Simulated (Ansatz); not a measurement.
# CaS: H interstitial

What does a H interstitial cost in CaS, and how do its neighbours move? It is set in a cell of 32 host atoms, in the charges +1, 0, -1.

Program: Ansatz 0.2.0. Level of theory: DFT PBE, scalar-relativistic, plane waves, PAW. These are calculated values, not measurements.

2 further runs of the same task are left out: 2 set aside as unsound or not needed.

## 1. The starting structure

It takes space group Fm-3m (No. 225, cubic). Conventional cell: a = 5.712 Å, b = 5.712 Å, c = 5.712 Å, α = 90.00°, β = 90.00°, γ = 90.00°. Around Ca (site symmetry m-3m) lie 6 S at 2.86 Å. S (site symmetry m-3m) has 6 Ca at 2.86 Å as nearest neighbours.

As a file:

```cif
data_structure
_symmetry_space_group_name_H-M 'P 1'
_symmetry_Int_Tables_number 1
_cell_length_a 4.0389
_cell_length_b 4.0389
_cell_length_c 4.0389
_cell_angle_alpha 60.000
_cell_angle_beta 60.000
_cell_angle_gamma 60.000
_cell_volume 46.59
loop_
_atom_site_label
_atom_site_type_symbol
_atom_site_fract_x
_atom_site_fract_y
_atom_site_fract_z
_atom_site_occupancy
Ca1 Ca 0.00000 0.00000 0.00000 1
S1 S 0.50000 0.50000 0.50000 1
```

It goes back to an entry of the Materials Project, which need not be the stable form.

This cell was relaxed beforehand with the same method: volume 23.29 Å³/atom, gap on the mesh 2.38 eV.

The host's static dielectric tensor, from an earlier linear-response run, has a mean of 12.17.

The perfect supercell (rows 1 1 1; 1 1 -3; -3 1 1 in vectors of this cell) comes from an earlier run at this level (32 atoms, E(σ→0) -43572.1899 eV, gap 2.78 eV on its own mesh).

## 2. The defect cell

The extra atom is put at (0.250, 0.000, 0.000) of the supercell, the middle of a void of radius 2.47 Å. The other atoms start on their ideal sites. Its neighbours are 4 Ca at 2.47 Å, 4 S at 2.47 Å.

## 3. Relaxing the defect, charge 0

input.yaml

```yaml
crystal:
  lattice:
    - [5.7117999112, 5.7117999112, 5.7117999112]
    - [-5.7117999112, -5.7117999112, 5.7117999112]
    - [5.7117999112, -5.7117999112, -5.7117999112]
  atoms:
    - { symbol: Ca, position: [0.25, 0.25, 0.5] }
    - { symbol: Ca, position: [0.5, 0.0, 0.5] }
    - { symbol: Ca, position: [0.25, 0.5, 0.25] }
    - { symbol: Ca, position: [0.5, 0.25, 0.25], spin: 0.111 }
    - { symbol: Ca, position: [0.75, 0.0, 0.25] }
    - { symbol: Ca, position: [0.75, 0.75, 0.5] }
    - { symbol: Ca, position: [0.0, 0.5, 0.5] }
    - { symbol: Ca, position: [0.25, 1.0, 0.75], spin: 0.111 }
    - { symbol: Ca, position: [0.25, 0.75, 0.0], spin: 0.111 }
    - { symbol: Ca, position: [0.5, 0.5, 0.0] }
    - { symbol: Ca, position: [0.75, 0.25, 0.0] }
    - { symbol: Ca, position: [0.0, 0.0, 0.0], spin: 0.111 }
    - { symbol: Ca, position: [0.0, 0.75, 0.25] }
    - { symbol: Ca, position: [0.5, 0.75, 0.75] }
    - { symbol: Ca, position: [0.75, 0.5, 0.75] }
    - { symbol: Ca, position: [0.0, 0.25, 0.75] }
    - { symbol: S, position: [0.5, 0.25, 0.75] }
    - { symbol: S, position: [0.75, 0.0, 0.75] }
    - { symbol: S, position: [0.5, 0.5, 0.5] }
    - { symbol: S, position: [0.75, 0.25, 0.5] }
    - { symbol: S, position: [0.0, 0.0, 0.5] }
    - { symbol: S, position: [0.0, 0.75, 0.75], spin: 0.111 }
    - { symbol: S, position: [0.25, 0.5, 0.75] }
    - { symbol: S, position: [0.5, 0.0, 0.0], spin: 0.111 }
    - { symbol: S, position: [0.5, 0.75, 0.25] }
    - { symbol: S, position: [0.75, 0.5, 0.25] }
    - { symbol: S, position: [0.0, 0.25, 0.25] }
    - { symbol: S, position: [0.25, 0.0, 0.25], spin: 0.111 }
    - { symbol: S, position: [0.25, 0.75, 0.5] }
    - { symbol: S, position: [0.75, 0.75, 0.0] }
    - { symbol: S, position: [0.0, 0.5, 0.0] }
    - { symbol: S, position: [0.25, 0.25, 0.0], spin: 0.111 }
    - { symbol: H, position: [0.25, 0.0, 0.0], spin: 0.111 }
  host:
    lattice:
      - [0.0, 2.8558999556, 2.8558999556]
      - [2.8558999556, 0.0, 2.8558999556]
      - [2.8558999556, 2.8558999556, 0.0]
    atoms:
      - { symbol: Ca, position: [0.0, 0.0, 0.0] }
      - { symbol: S, position: [0.5, 0.5, 0.5] }
basis:
  ecutwfc: 420
  xc_grid: 2
kpoints:
  mp_grid: { grid: [2, 2, 2], shift: [0.5, 0.5, 0.5] }
hamiltonian:
  xc: pbe
scf:
  occupations: { method: gaussian, width: 0.01 }
output:
  forces: true
  stress: false
  eigenvalues: true
  populations: true
  charged_corrections:
    defect_position: [0.25, 0.0, 0.0]
    epsilon: [[12.1717, 0.0, 0.0], [0.0, 12.1717, 0.0], [0.0, 0.0, 12.1717]]
magnetization:
  spin_polarized: true
relax:
  adjacent_minimum: "off"
  f_tol: 0.025
  max_steps: 45
```

On the command line:

```console
$ ansatz run input.yaml --threads 4 --pin off --max-ram 6144MiB --backend cpu --events-out ev --progress --plain --runs-dir out
```

The session goes on with these runs: charge state +1; charge state -1.

**Question.** What will these runs give? Wanted: formation energy, neutral; moment, neutral; nearest atoms after relaxation, one image of each, neutral.

As calculated:

| quantity | value |
| --- | --- |
| formation energy, neutral | 2.05 eV |
| moment, neutral | 1.00 μB |
| nearest atoms after relaxation, one image of each, neutral | 4 Ca at 2.44 Å, 4 S at 2.54 Å |

In words: The neutral defect costs 2.05 eV against the elements. The neutral defect changes the cell's moment by 1.00 μB. With 32 host sites the defect feels its images, so energies are good to tenths of an eV at best. A distortion of lower symmetry was not tried.
